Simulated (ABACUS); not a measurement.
Write an ASE script for ABACUS 3.10.1 that does the following.

- Task: single point
- Functional: PBE
- Potentials or basis: PseudoDojo NC SR 0.4.1 PBE standard
- Cutoff: 1007 eV
- Density cutoff: 4027 eV
- Basis: plane waves
- k mesh: 8 × 8 × 8
- Occupations: fermi-dirac, width 0.05 eV
- Spin: no spin polarisation
- Radial cutoff of the potentials (pseudo_rcut): 7 bohr
- SCF threshold on the density: 1e-08
- Max SCF steps: 100
- Eigensolver: dav
- Mixing: broyden
- Mixing share: 0.7
- Symmetry key: 1
- Bands: 15

The structure of Si2W lies in Si2W.xyz:

```xyz
3
Lattice="-1.6069000000 1.6069000000 3.9149500000 1.6069000000 -1.6069000000 3.9149500000 1.6069000000 1.6069000000 -3.9149500000" Properties=species:S:1:pos:R:3 pbc="T T T"
W      0.0000000000      0.0000000000      0.0000000000
Si     0.0000000000      0.0000000000      5.2092324700
Si     0.0000000000      0.0000000000      2.6206675300
```

One way to write it, as run:

run_abacus.py

```python
"""ABACUS run from a structure file: ASE reads it, the script writes STRU, KPT and INPUT."""
import re
import subprocess
from ase.io import read
from ase.units import Bohr

atoms = read("Si2W.xyz")
atoms = atoms[(-atoms.numbers).argsort(kind="stable")]  # ABACUS lists atoms element by element
pseudo = {'W': 'W.upf', 'Si': 'Si.upf'}
orbital = {}
magmoms = None
kmesh = [8, 8, 8]
params = {
    'suffix': 'Si2W',
    'calculation': 'scf',
    'basis_type': 'pw',
    'pseudo_dir': './',
    'symmetry': 1,
    'dft_functional': 'pbe',
    'ecutwfc': 74,
    'pseudo_rcut': 7,
    'nspin': 1,
    'nbands': 15,
    'ks_solver': 'dav',
    'smearing_method': 'fd',
    'smearing_sigma': 0.00367493,
    'scf_thr': 1e-08,
    'scf_nmax': 100,
    'mixing_type': 'broyden',
    'mixing_beta': 0.7,
    'cal_force': 1,
    'cal_stress': 1,
    'kpar': 4,
}

symbols = atoms.get_chemical_symbols()
elements = list(dict.fromkeys(symbols))
lines = ["ATOMIC_SPECIES"] + [f"{e} {atoms.get_masses()[symbols.index(e)]:.4f} {pseudo[e]}" for e in elements]
if orbital:
    lines += ["", "NUMERICAL_ORBITAL"] + [orbital[e] for e in elements]
lines += ["", "LATTICE_CONSTANT", f"{1 / Bohr:.10f}", "", "LATTICE_VECTORS"]
lines += [" ".join(f"{x:.10f}" for x in v) for v in atoms.cell]
lines += ["", "ATOMIC_POSITIONS", "Direct"]
for e in elements:
    lines += ["", e, "0.0", str(symbols.count(e))]
    for i, p in enumerate(atoms.get_scaled_positions(wrap=False)):
        if symbols[i] == e:
            mag = "" if magmoms is None else " mag " + " ".join(str(x) for x in (magmoms[i] if isinstance(magmoms[i], list) else [magmoms[i]]))
            lines.append(" ".join(f"{x:.10f}" for x in p) + " 1 1 1" + mag)
open("STRU", "w").write("\n".join(lines) + "\n")
open("KPT", "w").write("K_POINTS\n0\nGamma\n%d %d %d 0 0 0\n" % tuple(kmesh))
open("INPUT", "w").write("INPUT_PARAMETERS\n" + "".join(f"{k:<20s}{v}\n" for k, v in params.items()))

done = subprocess.run(['mpirun', '-np', '4', 'abacus'])
if done.returncode:
    raise SystemExit(done.returncode)
log = open("OUT.Si2W/running_scf.log").read()
print("final energy (eV):", re.findall(r"FINAL_ETOT_IS (\S+)", log))
```

Potentials or basis: PseudoDojo NC SR 0.4.1 PBE standard, plane waves.

Run with:

```console
$ OMP_NUM_THREADS=1 python run_abacus.py > log
```

It gave:

- Pressure: 3.3 GPa
- Largest force: 0.029 eV/Å
- Band gap on the k mesh: none (metal or under the smearing width)

Caveat: there are fewer bands than atomic start orbitals, so a level may be missed at k points of high symmetry.

Run time: 14 s on 4 MPI ranks on Intel(R) Xeon(R) 6975P-C (Granite Rapids), with other jobs on the host, peak memory 0.48 GiB a rank.
